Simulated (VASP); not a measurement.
Write the native input for VASP 6.6.1 that does the following.

- Task: band structure
- Functional: PBE0
- Potentials or basis: VASP PAW PBE potentials, release 64 (Si)
- Cutoff: 520 eV
- k mesh: 6 × 6 × 6
- Occupations: gaussian, width 0.03 eV
- Spin: no spin polarisation
- Grid for exact exchange (PRECFOCK): Fast
- Exchange at q = 0: truncated
- Further INCAR settings: ALGO = Normal; EDIFF = 1e-07; NBANDS = 11

Crystal: Si.

```xyz
2
Lattice="0.0000 2.7178 2.7178 2.7178 0.0000 2.7178 2.7178 2.7178 0.0000" Properties=species:S:1:pos:R:3 pbc="T T T"
Si    4.0768    4.0768    4.0768
Si    2.7178    2.7178    2.7178
```

The input as run:

POSCAR

```
Si                                      
1.0
    0.0000000000      2.7178477094      2.7178477094
    2.7178477094      0.0000000000      2.7178477094
    2.7178477094      2.7178477094      0.0000000000
  Si            
     2
Direct
     0.7500000000000000    0.7500000000000000    0.7500000000000000
     0.5000000000000000    0.5000000000000000    0.5000000000000000
```

INCAR.step1

```
SYSTEM = Si
PREC     = Accurate       ! precision mode
ENCUT    = 520            ! plane-wave cutoff, eV
EDIFF    = 1E-5           ! SCF threshold, eV
ISMEAR   = 0              ! smearing method
SIGMA    = 0.03           ! smearing width, eV
LREAL    = .False.        ! projectors in reciprocal space
LASPH    = .True.         ! aspherical terms in the spheres
NELM     = 80             ! most SCF steps
ALGO     = Normal         ! electronic algorithm
ISIF     = 2              ! what is computed and relaxed
LWAVE    = .True.         ! write WAVECAR
LCHARG   = .False.        ! write CHGCAR
NBANDS   = 11             ! bands
KPAR     = 4            
GGA      = PE             ! functional
```

INCAR.step2

```
SYSTEM = Si
PREC     = Accurate       ! precision mode
ENCUT    = 520            ! plane-wave cutoff, eV
EDIFF    = 1E-7           ! SCF threshold, eV
ISMEAR   = 0              ! smearing method
SIGMA    = 0.03           ! smearing width, eV
LREAL    = .False.        ! projectors in reciprocal space
LASPH    = .True.         ! aspherical terms in the spheres
NELM     = 80             ! most SCF steps
ALGO     = Normal         ! electronic algorithm
ISIF     = 2              ! what is computed and relaxed
LWAVE    = .False.        ! write WAVECAR
LCHARG   = .False.        ! write CHGCAR
GGA      = PE             ! functional
LHFCALC  = .True.         ! exact exchange
AEXX     = 0.25           ! exact-exchange fraction
PRECFOCK = Fast         
HFRCUT   = -1           
NBANDS   = 11             ! bands
KPAR     = 4            
ISTART   = 1
```

KPOINTS

```
Automatic mesh
0
Gamma
  6 6 6
  0 0 0
```

KPOINTS_OPT

```
explicit points
9
Reciprocal
 0.0000000000  0.0000000000  0.0000000000 1
 0.3750000000  0.3750000000  0.7500000000 1
 0.5000000000  0.5000000000  0.5000000000 1
 0.6250000000  0.2500000000  0.6250000000 1
 0.5000000000  0.2500000000  0.7500000000 1
 0.5000000000  0.0000000000  0.5000000000 1
 0.4000000000  0.0000000000  0.4000000000 1
 0.4250000000  0.0000000000  0.4250000000 1
 0.4500000000  0.0000000000  0.4500000000 1
```

Potentials or basis: VASP PAW PBE potentials, release 64 (Si).

Command:

```bash
$ cat potpaw_PBE.64/Si/POTCAR > POTCAR
$ cp INCAR.step1 INCAR
$ mpirun -np 4 vasp_std > vasp.out
$ cp INCAR.step2 INCAR
$ mpirun -np 4 vasp_std > vasp.out
```

Results of the run:

```
Pressure                : -0.3 GPa
Band gap on the k mesh  : 1.96 eV, indirect (least direct gap 3.99 eV)
Band gap along the path : 1.81 eV, indirect (least direct gap 3.99 eV)
```

Caveat: the PAW data sets were made with another functional, which shifts forces and pressure a little; the mesh misses the band edges, which the band path finds closer together.

It took 2.9 min on 4 MPI ranks on Intel(R) Xeon(R) Platinum 8375C CPU @ 2.90GHz (Ice Lake), with other jobs on the host, peak memory 0.19 GiB a rank.
